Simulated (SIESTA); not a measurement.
Wanted: the native input for a SIESTA 5.4.2 run.

| Item | Value |
| --- | --- |
| Task | band structure |
| Functional | PBE |
| Potentials or basis | PseudoDojo 0.4 standard (PBE files) |
| Basis | SZ (energy shift 0.003 Ry) |
| Grid cutoff | 800 Ry |
| Energy shift | 0.003 Ry |
| k mesh | 10 × 10 × 10 |
| Occupations | fermi-dirac, width 0.05 eV |
| Spin | no spin polarisation |

GaN:

```xyz
2
Lattice="0.0000 2.2535 2.2535 2.2535 0.0000 2.2535 2.2535 2.2535 0.0000" Properties=species:S:1:pos:R:3 pbc="T T T"
Ga    0.0000    0.0000    0.0000
N     1.1268    1.1268    1.1268
```

The cell is a database's computed one.

The input as run:

GaN.fdf

```
SystemName                      GaN
SystemLabel                     GaN
NumberOfSpecies                 2
NumberOfAtoms                   2
%block ChemicalSpeciesLabel
  1  31 Ga
  2   7 N
%endblock ChemicalSpeciesLabel

LatticeConstant                 1.0 Ang
%block LatticeVectors
     0.0000000000     2.2535006075     2.2535006075
     2.2535006075     0.0000000000     2.2535006075
     2.2535006075     2.2535006075     0.0000000000
%endblock LatticeVectors
AtomicCoordinatesFormat         Fractional
%block AtomicCoordinatesAndAtomicSpecies
     0.0000000000     0.0000000000     0.0000000000  1  Ga
     0.2500000000     0.2500000000     0.2500000000  2  N
%endblock AtomicCoordinatesAndAtomicSpecies

%block kgrid.MonkhorstPack
   10   0   0  0.0
    0  10   0  0.0
    0   0  10  0.0
%endblock kgrid.MonkhorstPack
XC.Functional                   GGA
XC.Authors                      PBE
PAO.BasisSize                   SZ
PAO.EnergyShift                 0.003 Ry
Mesh.Cutoff                     800 Ry
OccupationFunction              FD
ElectronicTemperature           0.05 eV
MaxSCFIterations                120
SCF.MustConverge                false
SCF.Mixer.Method                Pulay
SCF.Mixer.Weight                0.25
SCF.Mixer.History               8
SCF.DM.Tolerance                5.0e-05
SCF.H.Tolerance                 1.0e-03 eV
WriteForces                     true
Charge.Mulliken                 end
BandLinesScale                  ReciprocalLatticeVectors
%block BandLines
    1    0.000000   0.000000   0.000000  \Gamma
   12    0.500000   0.000000   0.500000  X
    6    0.500000   0.250000   0.750000  W
    4    0.375000   0.375000   0.750000  K
   13    0.000000   0.000000   0.000000  \Gamma
   11    0.500000   0.500000   0.500000  L
    8    0.625000   0.250000   0.625000  U
    4    0.500000   0.250000   0.750000  W
    9    0.500000   0.500000   0.500000  L
    8    0.375000   0.375000   0.750000  K
    1    0.625000   0.250000   0.625000  U
    4    0.500000   0.000000   0.500000  X
%endblock BandLines
```

Potentials or basis: PseudoDojo 0.4 standard (PBE files), SZ (energy shift 0.003 Ry).

Launch:

```console
$ siesta < GaN.fdf > GaN.out 2>&1
```

Results of the run:

The pressure is 15.7 GPa and the band gap on the k mesh is 1.90 eV, direct. The band gap along the path is 1.90 eV, direct.

Caveat: the basis has no polarisation orbitals; so large a pressure means that the cell lies far from this level's equilibrium, or that cutoff or potentials fall short; the basis of atomic orbitals isn't converged, which shifts pressures, moduli and gaps.

It took 36 s on 1 thread of AMD EPYC 7R43 64-Core Processor (Zen 3), with other jobs on the host, peak memory 0.25 GiB.
